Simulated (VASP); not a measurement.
A run of VASP 6.6.1 is set up as follows.

File POSCAR:

```
GaP
1.0
    0.0000000000      2.7252500000      2.7252500000
    2.7252500000      0.0000000000      2.7252500000
    2.7252500000      2.7252500000      0.0000000000
Ga P
1 1
Direct
    0.0000000000      0.0000000000      0.0000000000
    0.7500000000      0.7500000000      0.7500000000
```

The input INCAR.step1:

```
  ALGO = Normal
  EDIFF = 1E-5
  ENCUT = 600
  GGA = PE
  ISMEAR = -1
  LASPH = T
  LCHARG = F
  LREAL = F
  LWAVE = T
  NELM = 100
  PREC = Accurate
  SIGMA = 0.05
```

The input INCAR.step2:

```
  ALGO = Normal
  EDIFF = 1E-7
  EDIFFG = -0.01
  ENCUT = 600
  GGA = PS
  HFSCREEN = 0.2
  IBRION = 2
  ISIF = 3
  ISMEAR = -1
  ISTART = 1
  LASPH = T
  LCHARG = F
  LHFCALC = T
  LREAL = F
  LWAVE = F
  NELM = 100
  NSW = 40
  PREC = Accurate
  PRECFOCK = Fast
  SIGMA = 0.05
```

Contents of KPOINTS:

```
k-points
0
Gamma
  4 4 4
```

Potentials or basis: VASP PAW PBE potentials, release 64 (Ga_d, P).

Run with:

```console
$ cat potpaw_PBE.64/Ga_d/POTCAR potpaw_PBE.64/P/POTCAR > POTCAR
$ cp INCAR.step1 INCAR
$ mpirun -np 1 vasp_std > vasp.out
$ cp INCAR.step2 INCAR
$ mpirun -np 1 vasp_std > vasp.out
```

(1) What does it give for the space group after relaxing (to 0.05 Å)?

(2) Estimate the band gap on the k mesh.

(3) Predict the relaxed volume.

(4) Predict the relaxed cell.

## Answers

(1) F-43m (No. 216).

(2) 2.19 eV, indirect (least direct gap 2.89 eV).

(3) 19.96 Å³/atom.

(4) a = 3.836 Å, b = 3.836 Å, c = 3.836 Å, α = 60.00°, β = 60.00°, γ = 60.00°.

Caveat: the k mesh is coarse (spacing up to 0.50 Å⁻¹), so the values aren't converged, least of all with exact exchange; the PAW data sets were made with another functional, which shifts forces and pressure a little.
